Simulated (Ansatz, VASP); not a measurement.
# Two plane-wave programs on SnTe2

```xyz
3
Lattice="0.0000 3.5514 3.5514 3.5514 0.0000 3.5514 3.5514 3.5514 0.0000" Properties=species:S:1:pos:R:3 pbc="T T T"
Sn    0.0000    0.0000    0.0000
Te    1.7757    1.7757    1.7757
Te    5.3271    5.3271    5.3271
```

Alike in both runs: task relaxation of cell and atoms; functional PBE; k mesh 4 × 4 × 4; occupations gaussian, width 0.1 eV; no spin polarisation.

```csv
,VASP,Ansatz
version,VASP 6.6.1,Ansatz 0.2.0
potentials or method,"VASP PAW PBE potentials, release 64 (Sn_d, Te)","scalar-relativistic, plane waves, PAW"
plane-wave cutoff (eV),600,420
valence electrons in the cell,26,46
```

|  | VASP | Ansatz | Ansatz less VASP |
| --- | --- | --- | --- |
| gap on the k mesh at the Fermi level, each at its own relaxed structure (eV) | none | none | - |
| relaxed volume (Å³/atom) | 34.57 | 34.44 | -0.128 |
| relaxed cell length with the largest relative difference (Å) | 5.274 | 5.267 | -0.0065 |
| energy change over the relaxation (meV/atom) | -94 | -95 | -0.6 |

A gap of «none» marks a metal or a gap that the smearing closes. The two sets of potentials don't hold the same shells in valence.

Caveats: the k mesh is coarse (spacing up to 0.38 Å⁻¹), so the values aren't converged; the volume moved by over 15 % at a fixed basis, so the end points are rough (VASP). Spin-orbit coupling is left out, which matters for the levels of Te.
